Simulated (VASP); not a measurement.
# MgO (P-6m2) in VASP: notebook

Runs on MgO. Level: PBE. Tasks: dielectric tensor.

All numbers are computed with VASP 6.6.1; they aren't measurements. Logs are shortened: lines on timing, memory, paths and dates and some standing lists are left out, and cuts for length are marked.

## Step 1: Starting point

It takes space group P-6m2 (No. 187, hexagonal). Conventional cell: a = 2.938 Å, b = 2.938 Å, c = 2.680 Å, α = 90.00°, β = 90.00°, γ = 120.00°. Around Mg (site symmetry -6m2) lie 6 O at 2.16 Å. O (site symmetry -6m2) has 6 Mg at 2.16 Å as nearest neighbours.

Measurements of this composition are mostly on another form, of space group No. 225.

## Step 2: Dielectric tensor, PBE

The input, INCAR:

```
ALGO     = Normal         # electronic algorithm
EDIFF    = 1E-8           # SCF threshold, eV
ENCUT    = 500            # plane-wave cutoff, eV
GGA      = PE             # functional
ISIF     = 2              # what is computed and relaxed
ISMEAR   = 0              # smearing method
LASPH    = True           # aspherical terms in the spheres
LCHARG   = False          # write CHGCAR
LEPSILON = True           # dielectric tensor by DFPT
LREAL    = False          # projectors in reciprocal space
LWAVE    = False          # write WAVECAR
NELM     = 100            # most SCF steps
PREC     = Accurate       # precision mode
SIGMA    = 0.01           # smearing width, eV
```

The input, KPOINTS:

```
k-points
0
Gamma
  5 5 5
```

The input, POSCAR:

```
MgO
1.0
    2.9380209034      0.0000000000      0.0000000000
   -1.4690104517      2.5444007392      0.0000000000
    0.0000000000      0.0000000000      2.6796800000
Mg O
1 1
Direct
    0.0000000000      0.0000000000      0.0000000000
    0.3333333333      0.6666666667      0.5000000000
```

Potentials or basis: VASP PAW PBE potentials, release 64 (Mg, O).

On the command line:

```
$ cat potpaw_PBE.64/Mg/POTCAR potpaw_PBE.64/O/POTCAR > POTCAR
$ mpirun -np 1 vasp_std > vasp.out
```

OUTCAR:

```text
EDIFF = 1E-8
   ENCUT = 500
   GGA = PE
   ISIF = 2
   ISMEAR = 0
   LASPH = True
   LEPSILON = True
   LREAL = False
   NELM = 100
   PREC = Accurate

 Found     15 irreducible k-points:

 Following reciprocal coordinates:
            Coordinates               Weight
  0.000000  0.000000  0.000000      1.000000
  0.200000  0.000000  0.000000      6.000000
  0.400000  0.000000  0.000000      6.000000
  0.200000  0.200000  0.000000      6.000000
  0.400000  0.200000  0.000000      6.000000
  0.000000  0.000000  0.200000      2.000000
   k-points           NKPTS =     15   k-points in BZ     NKDIM =     15   number of bands    NBANDS=      8
   number of dos      NEDOS =    301   number of ions     NIONS =      2
   total plane-waves  NPLWV =  11520
   dimension x,y,z NGX =    24 NGY =   24 NGZ =   20
   dimension x,y,z NGXF=    48 NGYF=   48 NGZF=   40
   ions per type =               1   1
   NGX,Y,Z   is equivalent  to a cutoff of  13.58, 13.58, 12.41 a.u.
   NGXF,Y,Z  is equivalent  to a cutoff of  27.16, 27.16, 24.82 a.u.
 SYSTEM =  unknown system
   PREC   = accura    normal or accurate (medium, high low for compatibility)
   ISTART =      0    job   : 0-new  1-cont  2-samecut
   ICHARG =      2    charge: 1-file 2-atom 10-const
   ISPIN  =      1    spin polarized calculation?
   LNONCOLLINEAR =      F non collinear calculations
   LSORBIT =      F    spin-orbit coupling
   LASPH  =      T    aspherical Exc in radial PAW
   ENCUT  =  500.0 eV  36.75 Ry    6.06 a.u.   5.36  5.36  4.89*2*pi/ulx,y,z
   NELM   =    100;   NELMIN=  2; NELMDL= -5     # of ELM steps
   EDIFF  = 0.1E-07   stopping-criterion for ELM
   LREAL  =      F    real-space projection
   EDIFFG = 0.1E-06   stopping-criterion for IOM
   NSW    =      0    number of steps for IOM
   IBRION =     -1    ionic relax: 0-MD 1-quasi-New 2-CG
   NFREE  =      0    steps in history (QN), initial steepest desc. (CG)
   ISIF   =      2    stress and relaxation
   ISYM   =      2    0-nonsym 1-usesym 2-fastsym
   POTIM  = 0.5000    time-step for ionic-motion
   TEBEG  =    0.0;   TEEND  =   0.0 temperature during run
   PSTRESS=    0.0 pullay stress
   NELECT =       8.0000    total number of electrons
   NUPDOWN=      -1.0000    fix difference up-down
   EMIN   =  10.00;   EMAX   =-10.00  energy-range for DOS
   EFERMI =   0.00;   METHOD = LEGACY
   ISMEAR =     0;   SIGMA  =   0.01  broadening in eV -4-tet -1-fermi 0-gaus
   EFERMI_NEDOS =   21; number of points for ismear=-14 and -15
   IALGO  =     38    algorithm
   IMIX   =      4    mixing-type and parameters
     AMIX     =   0.40;   BMIX     =  1.00
     AMIX_MAG =   1.60;   BMIX_MAG =  1.00
  volume/ion in A,a.u.               =      10.02        67.59
  Fermi-wavevector in a.u.,A,eV,Ry     =   1.205583  2.278221 19.775115  1.453430
  Thomas-Fermi vector in A             =   2.341275
   LORBIT       =      0    0 simple, 1 ext, 2 COOP (PROOUT), +10 PAW based schemes
   GGA     = PE    functional components
   LHFCALC =     F    Hartree Fock is set to
   AEXX    =    0.0000 exact exchange contribution
   IVDW    =     0    specifies the selected vdW correction
   LEPSILON=     T    determine dielectric tensor
   LRPA    =     F    only Hartree local field effects (RPA)
 non-spin polarized calculation
 Gauss-broadening in eV      SIGMA  =   0.01
  energy-cutoff  :      500.00
  volume of cell :       20.03
 maximum number of plane-waves:       532
 NGX is ok and might be reduce to    24
   NGX = 11   NGY = 11   NGZ =  9

--------------------------------------- Ionic step        1  -------------------------------------------

 number of electron       7.9999996 magnetization

 E-fermi :   3.3977     XC(G=0): -10.7322

 val. band max:        3.2934451202   @ k =   0.4000   0.2000   0.0000
 cond. band min:       6.3057150257   @ k =   0.0000   0.0000   0.0000
 fundamental gap:      3.0122699055
 Fermi energy:         3.3977100644

 k-point     1 :       0.0000    0.0000    0.0000
  band No.  band energies     occupation
      1     -14.1220      2.00000
      2       2.7084      2.00000
      3       2.7084      2.00000
      4       2.9099      2.00000
      5       6.3057      0.00000
      6      15.1744      0.00000
      7      18.8688      0.00000
      8      18.8688      0.00000

 k-point     2 :       0.2000    0.0000    0.0000
  band No.  band energies     occupation
      1     -13.7968      2.00000
      2       0.7875      2.00000
      3       2.4458      2.00000
      4       3.0272      2.00000
      5       8.1084      0.00000
      6      14.7287      0.00000
      7      17.1478      0.00000
      8      19.7687      0.00000

 k-point     3 :       0.4000    0.0000    0.0000
  band No.  band energies     occupation
      1     -13.2011      2.00000
      2      -1.2606      2.00000
      3       2.0583      2.00000
      4       3.2277      2.00000
      5       9.7553      0.00000
      6      13.7192      0.00000
      7      16.7126      0.00000
      8      20.9466      0.00000

 k-point     4 :       0.2000    0.2000    0.0000
  band No.  band energies     occupation
      1     -13.3267      2.00000
      2      -0.5544      2.00000
      3       1.5212      2.00000
      4       3.1886      2.00000
      5      10.0064      0.00000
      6      13.7885      0.00000
      7      16.9394      0.00000
      8      20.3938      0.00000

 k-point     5 :       0.4000    0.2000    0.0000
  band No.  band energies     occupation
      1     -13.0068      2.00000
      2      -1.1135      2.00000
      3       0.7462      2.00000
      4       3.2934      2.00000
      5      11.1590      0.00000
      6      13.9872      0.00000
      7      15.7674      0.00000
      8      21.9082      0.00000

 k-point     6 :       0.0000    0.0000    0.2000
  band No.  band energies     occupation
      1     -13.7906      2.00000
      2       0.7057      2.00000
      3       2.8762      2.00000
      4       2.8762      2.00000
      5       8.0090      0.00000
      6      15.2006      0.00000
      7      19.3768      0.00000
      8      19.3768      0.00000

 [... further k-points ...]

  FORCE on cell =-STRESS in cart. coord.  units (eV):
  Direction    XX          YY          ZZ          XY          YZ          ZX
  --------------------------------------------------------------------------------------
  -------------------------------------------------------------------------------------
  Total       -0.0894344     -0.0894344     -0.0989771      0.0000000      0.0000000      0.0000000
  in kB       -7.1530604     -7.1530604     -7.9162972      0.0000000      0.0000000      0.0000000
  external PRESSURE =      -7.4074727 kB  Pullay stress =       0.0000000 kB

 VOLUME and BASIS-vectors are now :
 -----------------------------------------------------------------------------
  energy-cutoff  :      500.00
  volume of cell :       20.03
      direct lattice vectors                 reciprocal lattice vectors
     2.938020903  0.000000000  0.000000000     0.340365175  0.196509926  0.000000000
    -1.469010452  2.544400739  0.000000000     0.000000000  0.393019851  0.000000000
     0.000000000  0.000000000  2.679680000     0.000000000  0.000000000  0.373178887

 POSITION                                       TOTAL-FORCE (eV/Angst)
 -----------------------------------------------------------------------------------
      0.00000      0.00000      0.00000        -0.000000     -0.000000      0.000000
     -0.00000      1.69627      1.33984         0.000000      0.000000      0.000000
 -----------------------------------------------------------------------------------
    total drift:                                0.000000     -0.000000     -0.000000

  FREE ENERGIE OF THE ION-ELECTRON SYSTEM (eV)
  ---------------------------------------------------
  free  energy   TOTEN  =       -11.2256052247 eV

  energy  without entropy=      -11.2256052247  energy(sigma->0) =      -11.22560522

 HEAD OF MICROSCOPIC STATIC DIELECTRIC TENSOR (INDEPENDENT PARTICLE, excluding Hartree and local field effects)
 ------------------------------------------------------
           3.635313     0.000000     0.000000
           0.000000     3.635313     0.000000
           0.000000     0.000000     3.843778
 ------------------------------------------------------

 Free energy of the ion-electron system (eV)
  ---------------------------------------------------
  ---------------------------------------------------
  free energy    TOTEN  =        -0.15535541 eV

  energy without entropy =       -0.15535541

------------------------ aborting loop because EDIFF is reached ----------------------------------------

--------------------------------------- Ionic step        2  -------------------------------------------

------------------------ aborting loop because EDIFF is reached ----------------------------------------

--------------------------------------- Ionic step        3  -------------------------------------------

 Free energy of the ion-electron system (eV)
  ---------------------------------------------------
  ---------------------------------------------------
  free energy    TOTEN  =        -0.16607830 eV

  energy without entropy =       -0.16607830

------------------------ aborting loop because EDIFF is reached ----------------------------------------

 PIEZOELECTRIC TENSOR FIELD DIRECTION 3  (e Angst)
 -----------------------------------------------------------------------------
    -0.00017 -0.00000  0.00000           (  0.00001 -0.00000  0.00000)
    -0.00000 -0.00017  0.00000           ( -0.00000  0.00001  0.00000)
     0.00000 -0.00000  0.00051           (  0.00000  0.00000 -0.00001)

 PIEZOELECTRIC TENSOR FIELD DIRECTION 3  (C/m^2)
 -----------------------------------------------------------------------------
    -0.00014 -0.00000  0.00000
    -0.00000 -0.00014  0.00000
     0.00000 -0.00000  0.00041

 MACROSCOPIC STATIC DIELECTRIC TENSOR (including local field effects in DFT)
 ------------------------------------------------------
           3.546899     0.000000     0.000000
           0.000000     3.546899    -0.000000
          -0.000000     0.000000     3.731381
 ------------------------------------------------------

 PIEZOELECTRIC TENSOR (including local field effects)  for field in x, y, z        (e  Angst)
          XX          YY          ZZ          XY          YZ          ZX
  --------------------------------------------------------------------------------
  x     0.00000     0.00000    -0.00000     0.32627     0.00000     0.00000
  y     0.32627    -0.32627     0.00000     0.00000     0.00000     0.00000
  z     0.00000     0.00000     0.00000     0.00000     0.00000     0.00000

 PIEZOELECTRIC TENSOR (including local field effects)  for field in x, y, z        (C/m^2)
          XX          YY          ZZ          XY          YZ          ZX
  --------------------------------------------------------------------------------
  x     0.00000     0.00000    -0.00000     0.26095     0.00000     0.00000
  y     0.26095    -0.26095     0.00000     0.00000     0.00000     0.00000
  z     0.00000     0.00000     0.00000     0.00000     0.00000     0.00000

 BORN EFFECTIVE CHARGES (including local field effects) (in |e|, cummulative output)
 ---------------------------------------------------------------------------------
 ion    1
    1     1.99841     0.00000     0.00000
    2    -0.00000     1.99841     0.00000
    3     0.00000     0.00000     2.12982
 ion    2
    1    -1.99841     0.00000     0.00000
    2     0.00000    -1.99841     0.00000
    3     0.00000     0.00000    -2.12982
```

Wall time 21 s (1 thread of Intel Xeon Platinum 8559C (Emerald Rapids), shared host); peak memory 0.14 GiB.

The run converged, but some of its settings lie outside the range that counts as converged, so its numbers aren't taken as properties of the crystal.

What came out:

| Item | Value |
| --- | --- |
| Band gap on the k mesh | 3.01 eV, indirect (least direct gap 3.40 eV) |
| Electronic dielectric tensor (diagonal) | 3.55, 3.55, 3.73 |
| Born charges (mean of the diagonal) | Mg +2.04; O -2.04 e |

Caveat: the k mesh is coarse (spacing up to 0.49 Å⁻¹), so the values aren't converged; an odd mesh through Γ misses points on the zone boundary, where band edges often lie.

## Step 3: Dielectric tensor, PBE

INCAR, as its differences from that of step 2:

```diff
@@ -2,3 +2,3 @@
 EDIFF    = 1E-8           # SCF threshold, eV
-ENCUT    = 500            # plane-wave cutoff, eV
+ENCUT    = 600            # plane-wave cutoff, eV
 GGA      = PE             # functional
```

KPOINTS is that of step 2.

POSCAR is that of step 2.

Potentials or basis: VASP PAW PBE potentials, release 64 (Mg, O).

On the command line:

```
$ cat potpaw_PBE.64/Mg/POTCAR potpaw_PBE.64/O/POTCAR > POTCAR
$ mpirun -np 1 vasp_std > vasp.out
```

OUTCAR:

```text
EDIFF = 1E-8
   ENCUT = 600
   GGA = PE
   ISIF = 2
   ISMEAR = 0
   LASPH = True
   LEPSILON = True
   LREAL = False
   NELM = 100
   PREC = Accurate

 Found     15 irreducible k-points:

 Following reciprocal coordinates:
            Coordinates               Weight
  0.000000  0.000000  0.000000      1.000000
  0.200000  0.000000  0.000000      6.000000
  0.400000  0.000000  0.000000      6.000000
  0.200000  0.200000  0.000000      6.000000
  0.400000  0.200000  0.000000      6.000000
  0.000000  0.000000  0.200000      2.000000
   k-points           NKPTS =     15   k-points in BZ     NKDIM =     15   number of bands    NBANDS=      8
   number of dos      NEDOS =    301   number of ions     NIONS =      2
   total plane-waves  NPLWV =  13824
   dimension x,y,z NGX =    24 NGY =   24 NGZ =   24
[... 204 lines left out ...]
     0.00000 -0.00014 -0.00000
    -0.00000 -0.00000  0.00041

 MACROSCOPIC STATIC DIELECTRIC TENSOR (including local field effects in DFT)
 ------------------------------------------------------
           3.546379    -0.000000     0.000000
           0.000000     3.546379     0.000000
           0.000000     0.000000     3.730699
 ------------------------------------------------------

 PIEZOELECTRIC TENSOR (including local field effects)  for field in x, y, z        (e  Angst)
          XX          YY          ZZ          XY          YZ          ZX
  --------------------------------------------------------------------------------
  x    -0.00000     0.00000     0.00000     0.32623     0.00000     0.00000
  y     0.32623    -0.32623     0.00000     0.00000     0.00000     0.00000
  z     0.00000     0.00000     0.00000     0.00000     0.00000     0.00000

 PIEZOELECTRIC TENSOR (including local field effects)  for field in x, y, z        (C/m^2)
          XX          YY          ZZ          XY          YZ          ZX
  --------------------------------------------------------------------------------
  x    -0.00000     0.00000     0.00000     0.26092     0.00000     0.00000
  y     0.26092    -0.26092     0.00000     0.00000     0.00000     0.00000
  z     0.00000     0.00000     0.00000     0.00000     0.00000     0.00000

 BORN EFFECTIVE CHARGES (including local field effects) (in |e|, cummulative output)
 ---------------------------------------------------------------------------------
 ion    1
    1     1.99838     0.00000     0.00000
    2    -0.00000     1.99838     0.00000
    3     0.00000     0.00000     2.12976
 ion    2
    1    -1.99838     0.00000     0.00000
    2     0.00000    -1.99838     0.00000
    3     0.00000     0.00000    -2.12976
```

OSZICAR:

```text
[... 16 lines left out ...]
RMM:   1    -0.150617042779E+00   -0.15062E+00   -0.57219E-01   603   0.202E+00
RMM:   2    -0.157360439714E+00   -0.67434E-02   -0.17573E-03   488   0.283E-01    0.611E-01
RMM:   3    -0.155297694927E+00    0.20627E-02   -0.16123E-03   452   0.375E-01    0.366E-01
RMM:   4    -0.165021652628E+00   -0.97240E-02   -0.33584E-03   455   0.564E-01    0.335E-02
RMM:   5    -0.165910840334E+00   -0.88919E-03   -0.48536E-05   507   0.783E-02    0.696E-03
RMM:   6    -0.166002142652E+00   -0.91302E-04   -0.67644E-07   510   0.780E-03    0.261E-03
RMM:   7    -0.166046053743E+00   -0.43911E-04   -0.24091E-07   497   0.447E-03    0.261E-04
RMM:   8    -0.166043548314E+00    0.25054E-05   -0.53295E-09   527   0.773E-04    0.131E-04
RMM:   9    -0.166045667485E+00   -0.21192E-05   -0.14756E-09   486   0.340E-04    0.823E-06
```

stdout:

```text
POSCAR found type information on POSCAR MgO
 POSCAR found :  2 types and       2 ions
 scaLAPACK will be used
 LDA part: xc-table for (Slater+PW92), standard interpolation
 POSCAR, INCAR and KPOINTS ok, starting setup
 FFT: planning ... GRIDC
 FFT: planning ... GRID_SOFT
 FFT: planning ... GRID
 WAVECAR not read
 entering main loop
 Linear response reoptimize wavefunctions to high precision
 Linear response G [H, r] |phi>, progress :
  Direction:   1
 Linear response G [H, r] |phi>, progress :
  Direction:   2
 Linear response G [H, r] |phi>, progress :
  Direction:   3
 Linear response to external field (no local field effect), progress :
  Direction:   1
 dielectric tensor                  component  1 :     3.256    -0.666    -0.161
 Linear response to external field (no local field effect), progress :
  Direction:   2
 dielectric tensor                  component  2 :    -0.666     4.014    -0.198
 Linear response to external field (no local field effect), progress :
  Direction:   3
 dielectric tensor                  component  3 :    -0.161    -0.198     3.843
 Linear response to external field, progress :
  Direction:   1
 dielectric tensor                  component  1 :     3.546    -0.000     0.060
 Linear response to external field, progress :
  Direction:   2
 dielectric tensor                  component  2 :    -0.446     3.546    -0.182
 Linear response to external field, progress :
  Direction:   3
 dielectric tensor                  component  3 :    -0.092    -0.233     3.731
 Born effective charges drift removed
```

It took 22 s on 1 thread of Intel Xeon Platinum 8559C (Emerald Rapids), shared host; peak memory 0.15 GiB.

These settings aren't checked as converged: the numbers below hold their error.

Results:

```yaml
Band_gap_on_the_k_mesh: 3.01 eV, indirect (least direct gap 3.40 eV)
Electronic_dielectric_tensor_diagonal: 3.55, 3.55, 3.73
Born_charges_mean_of_the_diagonal: Mg +2.04; O -2.04 e
```

Caveat: the k mesh is coarse (spacing up to 0.49 Å⁻¹), so the values aren't converged; an odd mesh through Γ misses points on the zone boundary, where band edges often lie.

(Part 1 of 2 ends here.)
